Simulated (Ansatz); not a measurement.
# AgI (F-43m) at temperature and pressure, part 2 of 4

Wanted: expansion, heat capacity and stiffness of AgI along isobars.

Ansatz 0.2.0; DFT RPBE, scalar-relativistic, plane waves, PAW.

So far. Step 2 (A first coarse run): The start is under 4.1 GPa at this level and looks like an insulator or semiconductor on this mesh.

The database entry behind the starting cell differs from later determinations by our own check (about 0.3 % short), so it need not match the best structure at ambient conditions.

## 4. A second relaxation

The relaxation is run once more from where the first one ended, as the script does after a large change of volume or of the gap, with mesh and occupations reviewed.

input.yaml

```yaml
crystal:
  lattice:
    - [0.0, 3.394267888, 3.394267888]
    - [3.394267888, 0.0, 3.394267888]
    - [3.394267888, 3.394267888, 0.0]
  atoms:
    - { symbol: Ag, position: [0.0, 0.0, 0.0] }
    - { symbol: I, position: [0.25, 0.25, 0.25] }
kpoints:
  mp_grid: { grid: [8, 8, 8] }
hamiltonian:
  xc: rpbe
scf:
  occupations: { method: gaussian, width: 0.02 }
  lower_state_search: "off"
output:
  forces: true
  stress: true
  eigenvalues: true
  write_density: true
  write_potential: true
  elf: true
  volumetric_format: npy
relax:
  adjacent_minimum: "off"
  f_tol: 0.005
  max_steps: 80
  cell: { stress_tol: 0.05 }
```

On the command line:

```bash
ansatz run input.yaml --threads 8 --pin off --max-ram 16384MiB --backend cpu --events-out ev --progress --plain --runs-dir out
```

Numbers of over 12 decimals in the logs are rounded to 6 here.

The program printed:

```text
[...]
Crystal: 2 atoms, lattice volume = 78.211 Å³
Basis set: ecut = 420 eV, 1471 PW (Γ), exchange–correlation on 72×72×72 points (8 copies of the dense FFT grid, shifted against one another)
Bands: 22, of which v1, the nominal top of the filled ones, is band 18 counted from 1 (17 counted from 0)
Symmetry: 24 space group operations
[...]
k-points: 29 of 512 (time reversal used)
[...]
SCF iter   1: F=—  HF=-15121.259759 eV  |F-HF|=—  |Δ(HF+E_count)|=         —  Δρ=2.50e-3  dr2=5.57e-3  ethr=1.77e-3  ⟨swp⟩=6.3  Hψ=3110  notcnv=0
[...]
SCF iter   6: F=-15121.259125 eV  HF=-15121.259125 eV  |F-HF|=1.69e-8  |Δ(HF+E_count)|=   4.78e-7  Δρ=3.80e-6  dr2=8.10e-9  ethr=2.78e-10  ⟨swp⟩=11.1  Hψ=4738  notcnv=0
SCF 1 converged in 6 iterations: F = -15121.259125 eV  dr2 = 8.10e-9
[...]
relax step   1: F+E_penalty+E_count = -15121.25912454 eV  Δ(F+E_penalty+E_count) = +0.000e0 eV  max|allowed force component| = 3.932e-17 eV/Å  Δτ_max = 0.0000 Å  P = +0.032 GPa  Ω = 78.211 Å³  (6 SCF iters, dr2 threshold 1.00e-7 eV, accepted)
[...]
SCF iter   1: F=—  HF=-15121.259117 eV  |F-HF|=—  |Δ(HF+E_count)|=         —  Δρ=3.44e-6  dr2=4.10e-9  ethr=1.88e-7  ⟨swp⟩=3.6  Hψ=4814  notcnv=0
eigensolver tolerance schedule: the retry pair's looser diagonalisation over-reported the residual by 16497.45 of it (diagonalisation noise at an unbounded share of the residual, at the tolerance the schedule requests for it); recorded, not acted on — ethr = c·dr2/N_el stays at c = 1.0e-1
[...]
SCF iter   2: F=—  HF=-15121.259125 eV  |F-HF|=—  |Δ(HF+E_count)|=   7.27e-6  Δρ=1.90e-6  dr2=1.95e-9  ethr=1.14e-11  ⟨swp⟩=3.3  Hψ=1415  notcnv=0
[...]
SCF iter   6: F=-15121.259125 eV  HF=-15121.259125 eV  |F-HF|=7.28e-12  |Δ(HF+E_count)|=  2.73e-11  Δρ=2.48e-8  dr2=3.59e-13  ethr=1.00e-12  ⟨swp⟩=7.0  Hψ=3130  notcnv=0
SCF 2 converged in 6 iterations: F = -15121.259125 eV  dr2 = 3.59e-13
relax step   2: F+E_penalty+E_count = -15121.25912455 eV  Δ(F+E_penalty+E_count) = -9.499e-9 eV  max|allowed force component| = 4.857e-17 eV/Å  Δτ_max = 0.0000 Å  P = +0.032 GPa  Ω = 78.211 Å³  stress off target by 3.22e-2 GPa  SCF on the basis re-selected at this cell (its energy is not comparable with the rows above)  (6 SCF iters)
[...]
SCF converged after 6 iterations
Free energy (F): -15121.259125 eV
[...]
Internal energy: -15121.259125 eV  (E = F + TS)
E sigma→0 (E₀):  -15121.259125 eV
Fermi energy:    5.869331 eV
[...]
--- Stress (GPa, compression-positive) ---
        0.032172       0.000000      -0.000000
        0.000000       0.032172       0.000000
       -0.000000       0.000000       0.032172
  P = ⅓ Tr σ = 0.0322 GPa (0.322 kbar)
--- Band table (eV; the first three rows and the last of 29) ---
  k-point 0: bands = [... 14 lower, 2.5481, 5.0957, 5.0957, 5.0957, 6.6426, 11.1666, 11.1666, 11.1666]
  k-point 1: bands = [... 14 lower, 2.5460, 4.5621, 5.0136, 5.0136, 7.1531, 10.9566, 11.3096, 11.3096]
  k-point 2: bands = [... 14 lower, 2.5474, 3.7101, 4.8200, 4.8200, 7.7925, 11.0168, 11.5553, 11.5553]
  k-point 28: bands = [... 14 lower, 2.7441, 2.7605, 3.5029, 3.8243, 9.6039, 10.6800, 11.6492, 12.5452]
--- Relaxed structure (1 steps of the walk, 1 accepted, 1 SCFs on fresh bases) ---
[...]
cell:  # Å, volume = 78.2111 Å³
    - [0.0, 3.394267888, 3.394267888]
    - [3.394267888, 0.0, 3.394267888]
    - [3.394267888, 3.394267888, 0.0]
  atoms:
    - { symbol: Ag, position: [0.0, 0.0, 0.0] }
    - { symbol: I, position: [0.25, 0.25, 0.25] }
```

The job ended after 2 s (8 threads of Arm Neoverse V2, shared host; peak memory 0.49 GiB).

Little changed from the start: no atom moved by 0.005 Å and no cell edge by 0.1 %.

Valence density in the ac plane of a cell with a along [110], b along [-110] and c along [001] of the cube at fractional y = 0.000, with atoms of Ag and I within 0.2 Å of it. It is the smooth field of the valence electrons, not physical close to the nuclei.

Ten steps, logarithmic in the rise over the least value, from '_' (0 e/Å³) to '@' (19 e/Å³), each cell a mean:
```
@@%%++::............::++%%@@@@**--..............--**@@
##++--..::::::::::::..--++##**==::..::::--::::..::==**
--::..::::==++++--::::..::----::..::--==++==--::..::--
......::--**%%%%**--::............::==##%%##==::......
____..::--##@@@@##--::..________..--++%%@@%%++--..____
______::--**%%%%**--::__________..::==##%%##==::..____
______..::--++++--::..__________..::--==++==--::______
________..::::::::..______________..::::--::::..______
__________........__________________..........________
______________________________________________________
______________________________________________________
______________________________________________________
______________________________________________________
______________________________________________________
______________________________________________________
::..____________________..::....__________________....
++==::________________::==++==--..______________..--++
%%##==..____________..==##%%%%++::____________..::++%%
@@%%++::____________::++%%@@@@##--..__________..--##@@
```
Columns run along a (9.6 Å), rows up along c (6.8 Å), edges of the conventional cell, whose origin can differ from the input's. Atoms in or near the plane, at fractional coordinates: Ag at (0.50, 0.00), Ag at (0.00, 0.00), I at (0.75, 0.75), I at (0.25, 0.75).

Electrostatic potential energy in the ac plane of a cell with a along [110], b along [-110] and c along [001] of the cube at fractional y = 0.000, with atoms of Ag and I within 0.2 Å of it. With pseudopotentials it is smooth inside the atoms' cores, unlike the true potential.

Ten even steps from '_' (-28 eV) to '@' (10 eV), each cell a mean:
```
____==%%@@@@@@@@@@@@%%==______..**%%@@@@@@@@@@%%**..__
..--**%%%%##****##%%%%**--....==##%%%%******%%%%##==..
**##%%%%**========**%%%%##****%%%%##++======++%%%%%%**
@@@@@@%%==++%%%%++==%%@@@@@@@@@@%%**==##@@##==**%%@@@@
@@@@@@##==**@@@@**==##@@@@@@@@@@%%++==@@@@@@==**%%@@@@
@@@@@@%%==++%%%%++==%%@@@@@@@@@@@@**==##@@##==**@@@@@@
@@@@@@%%**========**%%@@@@@@@@@@@@%%++======++%%@@@@@@
@@@@@@@@%%##****##%%@@@@@@@@@@@@@@@@%%**++**%%@@@@@@@@
@@@@@@@@@@@@@@@@@@@@@@@@@@@@@@@@@@@@@@@@%%@@@@@@@@@@@@
@@@@@@@@@@@@@@@@@@@@@@@@@@@@@@@@@@@@@@@@@@@@@@@@@@@@@@
@@@@@@@@@@@@@@@@@@@@@@@@@@@@@@@@@@@@@@@@@@@@@@@@@@@@@@
@@@@@@@@@@@@@@@@@@@@@@@@@@@@@@@@@@@@@@@@@@@@@@@@@@@@@@
@@@@@@@@@@@@@@@@@@@@@@@@@@@@@@@@@@@@@@@@@@@@@@@@@@@@@@
@@@@@@@@@@@@@@@@@@@@@@@@@@@@@@@@@@@@@@@@@@@@@@@@@@@@@@
@@@@@@@@@@@@@@@@@@@@@@@@@@@@@@@@@@@@@@@@@@@@@@@@@@@@@@
%%%%@@@@@@@@@@@@@@@@@@@@%%%%%%%%@@@@@@@@@@@@@@@@@@%%%%
--++##@@@@@@@@@@@@@@@@##++--==**%%@@@@@@@@@@@@@@%%**==
__..++%%@@@@@@@@@@@@%%++..____--##@@@@@@@@@@@@@@##--__
____--%%@@@@@@@@@@@@##--______..**%%@@@@@@@@@@%%**..__
```
Columns run along a (9.6 Å; values clipped at the 3rd and 97th percentile), rows up along c (6.8 Å), edges of the conventional cell, whose origin can differ from the input's. Atoms in or near the plane, at fractional coordinates: Ag at (0.50, 0.00), Ag at (0.00, 0.00), I at (0.75, 0.75), I at (0.25, 0.75).

ELF in the ac plane of a cell with a along [110], b along [-110] and c along [001] of the cube at fractional y = 0.000, with atoms of Ag and I within 0.2 Å of it. It is the smooth field of the valence electrons, not physical close to the nuclei.

Ten even steps from '_' (0.00) to '@' (0.80), each cell a mean:
```
@@##==::--**%%%%**--::==##@@%%**::::==##%%##==::--**%%
**++::::**%%%%%%%%**::::++****==::==%%%%%%%%##==::==**
--::::++%%##****##%%++::::----::--##%%##**##%%##--::--
....--##%%**----**%%##--......::++%%##==--==##%%++::..
__..++%%##==----++##%%++..__..--##%%**--==--**%%##--..
__..**%%%%**----**%%%%**..____--%%%%##==--==##%%##--__
__..++%%%%##****##%%%%++..____--##%%%%##**##%%%%##--__
____--**%%%%%%%%%%%%**--______..++##%%%%%%%%%%##++..__
____..--**##%%%%##**--..________::++##%%%%%%##==::____
________::--====--::______________..--======--..______
____________....______________________......__________
______________________________________________________
______________________________________________________
______________________________________________________
....____________________........__________________....
::::....____________....::::::....______________....::
++==::....________....::==++==--::..__________..::--==
##**==::..__....__..::==**####++--..............--++##
@@##++::..::====::..::++##@@@@**--....--==--....--**@@
```
Columns run along a (9.6 Å), rows up along c (6.8 Å), edges of the conventional cell, whose origin can differ from the input's. Atoms in or near the plane, at fractional coordinates: Ag at (0.50, 0.00), Ag at (0.00, 0.00), I at (0.75, 0.75), I at (0.25, 0.75).

## 5. Tight relaxation

The thresholds are tightened for a last relaxation ahead of the phonons, and where mesh or smearing change with them the cell follows.

input.yaml, the sections that differ from step 4:

```yaml
scf:
  occupations: { method: fixed }
  lower_state_search: "off"
output:
  forces: true
  stress: true
  eigenvalues: true
relax:
  adjacent_minimum: "off"
  f_tol: 0.001
  max_steps: 60
  cell: { stress_tol: 0.01 }
# crystal, kpoints, hamiltonian: as in step 4
```

The program printed:

```text
[...]
Crystal: 2 atoms, lattice volume = 78.211 Å³
Basis set: ecut = 420 eV, 1471 PW (Γ), exchange–correlation on 72×72×72 points (8 copies of the dense FFT grid, shifted against one another)
Bands: 22, of which v1, the nominal top of the filled ones, is band 18 counted from 1 (17 counted from 0)
Symmetry: 24 space group operations
[...]
k-points: 29 of 512 (time reversal used)
[...]
k-point 28: bands = [... 14 lower, 2.7324, 2.7482, 3.4916, 3.8116, 9.5858, 10.6661, 11.6338, 12.5312]
--- Relaxed structure (2 steps of the walk, 2 accepted, 1 SCFs on fresh bases) ---
[...]
cell:  # Å, volume = 78.3045 Å³
    - [0, 3.395618, 3.395618]
    - [3.395618, 0, 3.395618]
    - [3.395618, 3.395618, 0]
  atoms:
    - { symbol: Ag, position: [0, 0, 0] }
    - { symbol: I, position: [0.25, 0.25, 0.25] }
[key lines of the parts left out:]
SCF converged after 9 iterations
Free energy (F): -15121.259125 eV
Fermi energy:    5.080436 eV
P = ⅓ Tr σ = 0.0090 GPa (0.090 kbar)
```

It took 2.8 s on 8 threads; peak memory 0.48 GiB.

Little changed from the start: no atom moved by 0.005 Å and no cell edge by 0.1 %.

Numbers from this step:

- pressure: 0.008964 GPa
- volume per atom: 39.15 Å³/atom

The residual pressure is 0.0090 GPa, small enough for phonons.

## 6. An input with a fault

This input was changed on purpose, to see how the program answers.

input.yaml

```yaml
crystal:
  lattice:
    - [0.0, 3.3956181056, 3.3956181056]
    - [3.3956181056, 0.0, 3.3956181056]
    - [3.3956181056, 3.3956181056, 0.0]
  atoms:
    - { symbol: Ag, position: [0.0, 0.0, 0.0] }
    - { symbol: I, position: [0.25, 0.25, 0.25] }
kpoints:
  mp_grid: { grid: [8, 8, 8] }
hamiltonian:
  xc: rpbe
scf:
  occupations: { method: fixed }
  lower_state_search: "off"
  max_iter: 50
output:
  eigenvalues: true
phonons:
  supercell: [2, 2, 2]
  qmesh: [4, 4, 4]
  thermal_expansion: {}
```

The program printed:

```text
Error: invalid value for `phonons.qmesh`: set beside supercell — each asks for the run's force constants: supercell solves them in one diagonal repeat, and qmesh at the wavevectors of a mesh, each in its own smallest supercell; remove one of the two (the mesh that the density of states and the thermodynamic sums are integrated on is interpolated_qmesh)
```

It took 0.02 s on 8 threads; peak memory 0.031 GiB.

The input was rejected at the start.

The program's message: “Error: invalid value for `phonons.qmesh`: set beside supercell — each asks for the run's force constants: supercell solves them in one diagonal repeat, and qmesh at the wavevectors of a mesh, each in …”

The fault put into the input: a supercell and a q mesh together.

(Continued in part 3 of 4.)

[Logs are printed without paths, hosts, clocks, repeated set-up lines and the standing remarks that a program may print on its own settings, such as how far it seeks lower states.]

[Hosts, paths, dates, database ids (printed as entryN), source tags and the programs' standing remarks are cut or masked in the printed files.]

[A step with changed settings may run another functional than the one named; its input shows which.]
